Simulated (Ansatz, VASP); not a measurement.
Cu: VASP beside Ansatz

```
Cu
1.0
     0.00000    1.59709    1.59709
     1.59709    0.00000    1.59709
     1.59709    1.59709    0.00000
Cu
1
Direct
  0.00000 0.00000 0.00000
```

Change from the starting cell: volume scaled by 0.72, LAPW.

Alike in both runs: task single point; functional PBEsol; k mesh 18 × 18 × 18; occupations fermi-dirac, width 0.1 eV; no spin polarisation.

|  | VASP | Ansatz |
| --- | --- | --- |
| version | VASP 6.6.1 | Ansatz 0.2.0 |
| potentials or method | VASP PAW PBE potentials, release 64 (Cu), cutoff 520 eV | all-electron LAPW, scalar-relativistic |

VASP gave:

```
pressure (GPa) : 125.2
```

Question: What did Ansatz give for the same quantities?

Answer: Pressure (GPa): 124.4.

Ansatz ran all-electron here, so the differences hold the error of VASP's frozen core and of both bases.

Caveats: the cell as given lies far from equilibrium; so large a pressure means that the cell lies far from this level's equilibrium, or that cutoff or potentials fall short (VASP); the potentials were made for another functional, which shifts forces and pressure (VASP).
